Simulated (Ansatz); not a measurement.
**Pressure coefficients of AgCl**

```
CELL_PARAMETERS angstrom
0.00000 2.80520 2.80520
2.80520 0.00000 2.80520
2.80520 2.80520 0.00000
ATOMIC_POSITIONS crystal
Ag 0.00000 0.00000 0.00000
Cl 0.50000 0.50000 0.50000
```

The cell was built from the rocksalt type and relaxed in the same program, and has space group Fm-3m; it needn't be a known or the stable phase.

The calculation used Ansatz 0.2.0, DFT, PBE, all-electron LAPW, scalar-relativistic.

Settings: a Γ-centred 12×12×12 k mesh, Fermi–Dirac smearing of 0.08 eV, basis error target 0.5 meV/atom, no spin polarisation.

The cell is scaled evenly with fractional coordinates held. Semilocal gaps are too small, but their slopes carry over better.

```tsv
V/V(cell)	P (GPa)	gap on the k mesh (eV)
0.9405	3.06	0.908
0.9800	0.92	0.917
1.0000	0.02	0.924
1.0200	-0.77	0.933
```

**Question.** From the rows at 0.9800 and 1.0200, what is the bulk modulus at the cell's volume?

**Answer.** B = −ΔP/Δln V = −[(-0.77) − (0.92)]/0.04001 = 42.2 GPa.

**Question.** What are the gap's volume deformation potential and pressure coefficient?

**Answer.** dEg/dln V = (0.933 − 0.917)/0.04001 = 0.40 eV, and dEg/dP = −(dEg/dln V)/B = -9.5 meV/GPa: pressure narrows the gap.

**Question.** Predict the row at V/V(cell) = 1.0600. How far is a linear estimate of P off?

**Answer.** P = -2.08 GPa, gap 0.953 eV. The linear estimate P(cell) − B ln(V/V(cell)) = -2.44 GPa misses by 0.36 GPa, since the modulus falls on expansion.
